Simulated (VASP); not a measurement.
# InPd (Pm-3m) in VASP: further runs

The runs below take InPd through relaxation of cell and atoms, with PBE+D3, PBE+D3(BJ).

Everything below comes from runs of VASP 6.6.1. Logs are shortened: lines on timing, memory, paths and dates and some standing lists are left out, and cuts for length are marked.

### 1 Starting point

The structure is cubic, space group Pm-3m (No. 221). Conventional cell: a = 3.272 Å, b = 3.272 Å, c = 3.272 Å, α = 90.00°, β = 90.00°, γ = 90.00°. In (site symmetry m-3m) has 8 Pd at 2.83 Å as nearest neighbours. Pd (site symmetry m-3m) has 8 In at 2.83 Å as nearest neighbours.

The cell comes from a database or a generator and needn't be the stable form of this composition.

### 2 Relaxation of cell and atoms, PBE+D3

The input, INCAR:

```
SYSTEM = InPd
  PREC = Accurate
  ENCUT = 600
  EDIFF = 1E-6
  ISMEAR = -1
  SIGMA = 0.05
  LREAL = .FALSE.
  LASPH = .TRUE.
  NELM = 80
  ALGO = Normal
  ISIF = 3
  LWAVE = .FALSE.
  LCHARG = .FALSE.
  GGA = PE
  IVDW = 11
  IBRION = 2
  NSW = 60
  EDIFFG = -0.01
```

The input, KPOINTS:

```
Automatic mesh
0
G
  8 8 8
  0 0 0
```

The input, POSCAR:

```
InPd
1.0
    3.2718847800      0.0000000000      0.0000000000
    0.0000000000      3.2718847800      0.0000000000
    0.0000000000      0.0000000000      3.2718847800
In Pd
1 1
Direct
    0.0000000000      0.0000000000      0.0000000000
    0.5000000000      0.5000000000      0.5000000000
```

Potentials or basis: VASP PAW PBE potentials, release 64 (In_d, Pd).

Started as:

```sh
cat potpaw_PBE.64/In_d/POTCAR potpaw_PBE.64/Pd/POTCAR > POTCAR
mpirun -np 1 vasp_std > vasp.out
```

OUTCAR:

```text
SYSTEM = InPd
   PREC = Accurate
   ENCUT = 600
   EDIFF = 1E-6
   ISMEAR = -1
   LREAL = .FALSE.
   LASPH = .TRUE.
   NELM = 80
   ISIF = 3
   GGA = PE
   IVDW = 11
   IBRION = 2
   NSW = 60
   EDIFFG = -0.01
 IVDW          = 11

 ion  position               nearest neighbor table
   1  0.000  0.000  0.000-   2 2.83   2 2.83   2 2.83   2 2.83   2 2.83   2 2.83   2 2.83   2 2.83

   2  0.500  0.500  0.500-   1 2.83   1 2.83   1 2.83   1 2.83   1 2.83   1 2.83   1 2.83   1 2.83

  LATTYP: Found a simple cubic cell.
 ALAT       =     3.2718847800

  Lattice vectors:

 A1 = (   3.2718847800,   0.0000000000,   0.0000000000)
 A2 = (   0.0000000000,   3.2718847800,   0.0000000000)
 A3 = (   0.0000000000,   0.0000000000,   3.2718847800)

Analysis of symmetry for initial positions (statically):
=====================================================================
 Subroutine PRICEL returns:
 Original cell was already a primitive cell.

 Routine SETGRP: Setting up the symmetry group for a
 simple cubic supercell.

 Subroutine GETGRP returns: Found 48 space group operations
 (whereof 48 operations were pure point group operations)
 out of a pool of 48 trial point group operations.

The static configuration has the point symmetry O_h .

Analysis of symmetry for dynamics (positions and initial velocities):
=====================================================================
 Subroutine PRICEL returns:
 Original cell was already a primitive cell.

 Routine SETGRP: Setting up the symmetry group for a
 simple cubic supercell.

 Subroutine GETGRP returns: Found 48 space group operations
 (whereof 48 operations were pure point group operations)
 out of a pool of 48 trial point group operations.

The dynamic configuration has the point symmetry O_h .

 Subroutine INISYM returns: Found 48 space group operations
 (whereof 48 operations are pure point group operations),
 and found     1 'primitive' translations

----------------------------------------------------------------------------------------

                                     Primitive cell

  volume of cell :      35.0263

  direct lattice vectors                    reciprocal lattice vectors
     3.271884780  0.000000000  0.000000000     0.305634234  0.000000000  0.000000000
     0.000000000  3.271884780  0.000000000     0.000000000  0.305634234  0.000000000
     0.000000000  0.000000000  3.271884780     0.000000000  0.000000000  0.305634234

  length of vectors
     3.271884780  3.271884780  3.271884780     0.305634234  0.305634234  0.305634234

  position of ions in fractional coordinates (direct lattice)
     0.000000000  0.000000000  0.000000000
     0.500000000  0.500000000  0.500000000

  ion indices of the primitive-cell ions
   primitive index   ion index
                 1           1
                 2           2

----------------------------------------------------------------------------------------

 KPOINTS: Automatic mesh

Automatic generation of k-mesh.
 Grid dimensions read from file:
 generate k-points for:    8    8    8

 Generating k-lattice:

  Cartesian coordinates                     Fractional coordinates (reciprocal lattice)
     0.038204279  0.000000000  0.000000000     0.125000000  0.000000000  0.000000000
     0.000000000  0.038204279  0.000000000     0.000000000  0.125000000  0.000000000
     0.000000000  0.000000000  0.038204279     0.000000000  0.000000000  0.125000000

  Length of vectors
     0.038204279  0.038204279  0.038204279

  Shift w.r.t. Gamma in fractional coordinates (k-lattice)
     0.000000000  0.000000000  0.000000000

 Subroutine IBZKPT returns following result:
 ===========================================

 Found     35 irreducible k-points:

 Following reciprocal coordinates:
            Coordinates               Weight
  0.000000  0.000000  0.000000      1.000000
  0.125000  0.000000  0.000000      6.000000
  0.250000  0.000000  0.000000      6.000000
  0.375000  0.000000  0.000000      6.000000
  0.500000  0.000000  0.000000      3.000000
  0.125000  0.125000  0.000000     12.000000
[... 16 lines left out ...]
  0.375000  0.375000  0.125000     24.000000
  0.500000  0.375000  0.125000     24.000000
 [... further k-points ...]
   k-points           NKPTS =     35   k-points in BZ     NKDIM =     35   number of bands    NBANDS=     15
   number of dos      NEDOS =    301   number of ions     NIONS =      2
   total plane-waves  NPLWV =  21952
   dimension x,y,z NGX =    28 NGY =   28 NGZ =   28
   dimension x,y,z NGXF=    56 NGYF=   56 NGZF=   56
   ions per type =               1   1
   NGX,Y,Z   is equivalent  to a cutoff of  14.23, 14.23, 14.23 a.u.
   NGXF,Y,Z  is equivalent  to a cutoff of  28.45, 28.45, 28.45 a.u.
 SYSTEM =  InPd
   PREC   = accura    normal or accurate (medium, high low for compatibility)
   ISTART =      0    job   : 0-new  1-cont  2-samecut
   ICHARG =      2    charge: 1-file 2-atom 10-const
   ISPIN  =      1    spin polarized calculation?
   LNONCOLLINEAR =      F non collinear calculations
   LSORBIT =      F    spin-orbit coupling
   LASPH  =      T    aspherical Exc in radial PAW
   ENCUT  =  600.0 eV  44.10 Ry    6.64 a.u.   6.53  6.53  6.53*2*pi/ulx,y,z
   NELM   =     80;   NELMIN=  2; NELMDL= -5     # of ELM steps
   EDIFF  = 0.1E-05   stopping-criterion for ELM
   LREAL  =      F    real-space projection
   EDIFFG = -.1E-01   stopping-criterion for IOM
   NSW    =     60    number of steps for IOM
   IBRION =      2    ionic relax: 0-MD 1-quasi-New 2-CG
   NFREE  =      1    steps in history (QN), initial steepest desc. (CG)
   ISIF   =      3    stress and relaxation
   ISYM   =      2    0-nonsym 1-usesym 2-fastsym
   POTIM  = 0.5000    time-step for ionic-motion
   TEBEG  =    0.0;   TEEND  =   0.0 temperature during run
   PSTRESS=    0.0 pullay stress
   NELECT =      23.0000    total number of electrons
   NUPDOWN=      -1.0000    fix difference up-down
   EMIN   =  10.00;   EMAX   =-10.00  energy-range for DOS
   EFERMI =   0.00;   METHOD = LEGACY
   ISMEAR =    -1;   SIGMA  =   0.05  broadening in eV -4-tet -1-fermi 0-gaus
   EFERMI_NEDOS =   21; number of points for ismear=-14 and -15
   IALGO  =     38    algorithm
   IMIX   =      4    mixing-type and parameters
     AMIX     =   0.40;   BMIX     =  1.00
     AMIX_MAG =   1.60;   BMIX_MAG =  1.00
  volume/ion in A,a.u.               =      17.51       118.18
  Fermi-wavevector in a.u.,A,eV,Ry     =   1.422938  2.688964 27.548447  2.024754
  Thomas-Fermi vector in A             =   2.543589
   LORBIT       =      0    0 simple, 1 ext, 2 COOP (PROOUT), +10 PAW based schemes
   GGA     = PE    functional components
   LHFCALC =     F    Hartree Fock is set to
   AEXX    =    0.0000 exact exchange contribution
   IVDW    =    11    specifies the selected vdW correction
   LEPSILON=     F    determine dielectric tensor
   LRPA    =     F    only Hartree local field effects (RPA)
 conjugate gradient relaxation of ions
 non-spin polarized calculation
  energy-cutoff  :      600.00
  volume of cell :       35.03
 maximum number of plane-waves:      1189
 NGX is ok and might be reduce to    28
   NGX = 13   NGY = 13   NGZ = 13

--------------------------------------- Ionic step        1  -------------------------------------------

 number of electron      23.0000010 magnetization

 Free energy of the ion-electron system (eV)
  ---------------------------------------------------
  ext. energy  EPLUGINS =         0.00000000
  ---------------------------------------------------
  free energy    TOTEN  =        -8.73822598 eV

  energy without entropy =       -8.72806551  energy(sigma->0) =       -8.73314574

------------------------ aborting loop because EDIFF is reached ----------------------------------------

 Edisp (eV)   -0.84841

 E8    (eV) :    -0.4744

  FORCE on cell =-STRESS in cart. coord.  units (eV):
  Direction    XX          YY          ZZ          XY          YZ          ZX
  --------------------------------------------------------------------------------------
  -------------------------------------------------------------------------------------
  Total      -0.09917    -0.09917    -0.09917    -0.00000    -0.00000     0.00000
  in kB      -4.53620    -4.53620    -4.53620    -0.00000    -0.00000     0.00000
  external pressure =       -4.54 kB  Pullay stress =        0.00 kB

 VOLUME and BASIS-vectors are now :
 -----------------------------------------------------------------------------
  energy-cutoff  :      600.00
  volume of cell :       35.03
      direct lattice vectors                 reciprocal lattice vectors
     3.271884780  0.000000000  0.000000000     0.305634234  0.000000000  0.000000000
     0.000000000  3.271884780  0.000000000     0.000000000  0.305634234  0.000000000
     0.000000000  0.000000000  3.271884780     0.000000000  0.000000000  0.305634234
[... 41 lines left out ...]
 POSITION                                       TOTAL-FORCE (eV/Angst)
 -----------------------------------------------------------------------------------
      0.00000      0.00000      0.00000         0.000000      0.000000      0.000000
      1.63203      1.63203      1.63203        -0.000000     -0.000000      0.000000
 -----------------------------------------------------------------------------------
    total drift:                               -0.000000      0.000000      0.000000

  FREE ENERGIE OF THE ION-ELECTRON SYSTEM (eV)
  ---------------------------------------------------
  free  energy   TOTEN  =        -9.5866510714 eV

  energy  without entropy=       -9.5765161360  energy(sigma->0) =       -9.58158360

--------------------------------------- Ionic step        3  -------------------------------------------

 number of electron      23.0000010 magnetization

 Free energy of the ion-electron system (eV)
  ---------------------------------------------------
  ext. energy  EPLUGINS =         0.00000000
  ---------------------------------------------------
  free energy    TOTEN  =        -8.73507608 eV

  energy without entropy =       -8.72492625  energy(sigma->0) =       -8.73000117

 E-fermi :  10.4644     XC(G=0): -12.2524

 val. band max:       10.4420856479   @ k =   0.3750   0.3750   0.1250
 cond. band min:      10.4874331495   @ k =   0.5000   0.5000   0.5000
 fundamental gap:      0.0453475016
 Fermi energy:        10.4644499412

 k-point     1 :       0.0000    0.0000    0.0000
  band No.  band energies     occupation
      1      -4.4330      2.00000
      2      -4.4330      2.00000
      3      -4.0205      2.00000
      4      -4.0205      2.00000
      5      -4.0205      2.00000
      6       0.4558      2.00000
      7       6.7193      2.00000
      8       6.7193      2.00000
      9       8.2714      2.00000
     10       8.2714      2.00000
     11       8.2714      2.00000
     12      14.7764      0.00000
     13      14.7764      0.00000
     14      14.7764      0.00000
     15      20.0326      0.00000
[... 397 lines left out ...]
 k-point    24 :       0.5000    0.3750    0.1250
  band No.  band energies     occupation
      1      -4.3358      2.00000
      2      -4.1903      2.00000
      3      -4.1781      2.00000
      4      -4.1576      2.00000
      5      -3.8621      2.00000
      6       4.4129      2.00000
      7       6.5701      2.00000
      8       6.9769      2.00000
      9       7.4011      2.00000
     10       8.2816      2.00000
     11       8.9796      2.00000
     12       9.5182      2.00000
     13      12.7857      0.00000
     14      14.0805      0.00000
     15      18.3706      0.00000

 [... further k-points ...]

------------------------ aborting loop because EDIFF is reached ----------------------------------------

 Edisp (eV)   -0.85174

 E8    (eV) :    -0.4761

  FORCE on cell =-STRESS in cart. coord.  units (eV):
  Direction    XX          YY          ZZ          XY          YZ          ZX
  --------------------------------------------------------------------------------------
  -------------------------------------------------------------------------------------
  Total       0.00415     0.00415     0.00415    -0.00000    -0.00000     0.00000
  in kB       0.19056     0.19056     0.19056    -0.00000    -0.00000     0.00000
  external pressure =        0.19 kB  Pullay stress =        0.00 kB

 VOLUME and BASIS-vectors are now :
 -----------------------------------------------------------------------------
  energy-cutoff  :      600.00
  volume of cell :       34.90
      direct lattice vectors                 reciprocal lattice vectors
     3.267895117 -0.000000000  0.000000000     0.306007373  0.000000000  0.000000000
    -0.000000000  3.267895117 -0.000000000     0.000000000  0.306007373  0.000000000
    -0.000000000 -0.000000000  3.267895117    -0.000000000  0.000000000  0.306007373

 POSITION                                       TOTAL-FORCE (eV/Angst)
 -----------------------------------------------------------------------------------
      0.00000      0.00000      0.00000         0.000000      0.000000      0.000000
      1.63395      1.63395      1.63395        -0.000000     -0.000000      0.000000
 -----------------------------------------------------------------------------------
    total drift:                               -0.000000      0.000000      0.000000

  FREE ENERGIE OF THE ION-ELECTRON SYSTEM (eV)
  ---------------------------------------------------
  free  energy   TOTEN  =        -9.5868163379 eV

  energy  without entropy=       -9.5766665021  energy(sigma->0) =       -9.58174142

 reached required accuracy - stopping structural energy minimisation
```

Run time: 20 s. Hardware: 1 thread of Intel Xeon 6975P-C (Granite Rapids), shared host; peak memory 0.18 GiB.

Results:

```
Free energy                            : -9.5868 eV
Relaxed volume                         : 17.45 Å³/atom
Relaxed cell                           : a = 3.268 Å, b = 3.268 Å, c = 3.268 Å, α = 90.00°, β = 90.00°, γ = 90.00°
Space group after relaxing (to 0.05 Å) : Pm-3m (No. 221)
Energy gained by relaxing              : 0.1 meV/atom
Ionic steps                            : 3
Pressure after relaxing                : 0.0 GPa
Band gap on the k mesh                 : none (metal or under the smearing width)
Dispersion energy per atom             : -0.426 eV
```

The path:
| step | energy change (eV) | largest force (eV/Å) | pressure (GPa) | volume (Å³) |
| --- | --- | --- | --- | --- |
| 1 | 0.0000 | 0.0000 | -0.45 | 35.03 |
| 2 | 0.0000 | 0.0000 | 0.43 | 34.78 |
| 3 | -0.0002 | 0.0000 | 0.02 | 34.90 |

Final structure:
```cif
data_structure
_symmetry_space_group_name_H-M 'P 1'
_symmetry_Int_Tables_number 1
_cell_length_a 3.2679
_cell_length_b 3.2679
_cell_length_c 3.2679
_cell_angle_alpha 90.000
_cell_angle_beta 90.000
_cell_angle_gamma 90.000
_cell_volume 34.90
loop_
_atom_site_label
_atom_site_type_symbol
_atom_site_fract_x
_atom_site_fract_y
_atom_site_fract_z
_atom_site_occupancy
In1 In 0.00000 0.00000 0.00000 1
Pd1 Pd 0.50000 0.50000 0.50000 1
```

Caveat: pairwise dispersion overbinds metals, which lowers pressure and volume.

### 3 Relaxation of cell and atoms, PBE+D3(BJ)

The input, INCAR:

```
SYSTEM = InPd
ALGO = Fast
EDIFF = 1E-6
EDIFFG = -0.01
ENCUT = 600
GGA = PE
IBRION = 2
ISIF = 3
ISMEAR = -1
IVDW = 12
LASPH = .TRUE.
LCHARG = .FALSE.
LREAL = .FALSE.
LWAVE = .FALSE.
NELM = 100
NSW = 40
PREC = Accurate
SIGMA = 0.05
```

The input, KPOINTS:

```
k-points
0
G
  8 8 8
  0 0 0
```

POSCAR is that of step 2.

Potentials or basis: VASP PAW PBE potentials, release 64 (In_d, Pd).

Started as:

```sh
cat potpaw_PBE.64/In_d/POTCAR potpaw_PBE.64/Pd/POTCAR > POTCAR
mpirun -np 1 vasp_std > vasp.out
```

Run time: 47 s. Hardware: 1 thread of Intel Xeon 6975P-C (Granite Rapids), shared host; peak memory 0.18 GiB.

It converged, with:

- Free energy: -9.8106 eV
- Relaxed volume: 17.32 Å³/atom
- Relaxed cell: a = 3.260 Å, b = 3.260 Å, c = 3.260 Å, α = 90.00°, β = 90.00°, γ = 90.00°
- Space group after relaxing (to 0.05 Å): Pm-3m (No. 221)
- Energy gained by relaxing: 0.9 meV/atom
- Ionic steps: 7
- Pressure after relaxing: 0.0 GPa
- Band gap on the k mesh: none (metal or under the smearing width)
- Dispersion energy per atom: -0.542 eV

The path:
```tsv
step	energy change (eV)	largest force (eV/Å)	pressure (GPa)	volume (Å³)
1	0.0000	0.0000	-1.30	35.03
2	-0.0005	0.0000	1.49	34.31
3	-0.0018	0.0000	-0.13	34.62
4	-0.0017	0.0000	0.18	34.59
5	-0.0018	0.0000	0.13	34.61
6	-0.0018	0.0000	-0.19	34.67
7	-0.0018	0.0000	-0.01	34.64
```

Final structure:
```xyz
2
Lattice="3.2599 0.0000 0.0000 0.0000 3.2599 0.0000 0.0000 0.0000 3.2599" Properties=species:S:1:pos:R:3 pbc="T T T"
In    0.0000    0.0000    0.0000
Pd    1.6299    1.6299    1.6299
```

Levels at points of the mesh, in eV from the Fermi level:
| k point | band 10 | band 11 | band 12 | band 13 | band 14 | band 15 |
| --- | --- | --- | --- | --- | --- | --- |
| (0.00, 0.00, 0.00) | -2.21 | -2.21 | 4.32 | 4.32 | 4.32 | 9.67 |
| (0.50, 0.00, 0.00) | -3.22 | -2.29 | -1.04 | 9.74 | 9.74 | 10.01 |
| (0.50, 0.50, 0.00) | -2.28 | -2.28 | -1.63 | 1.59 | 2.60 | 9.64 |
| (0.50, 0.50, 0.50) | -1.59 | 0.05 | 3.89 | 3.89 | 3.89 | 4.52 |

Caveat: pairwise dispersion overbinds metals, which lowers pressure and volume.
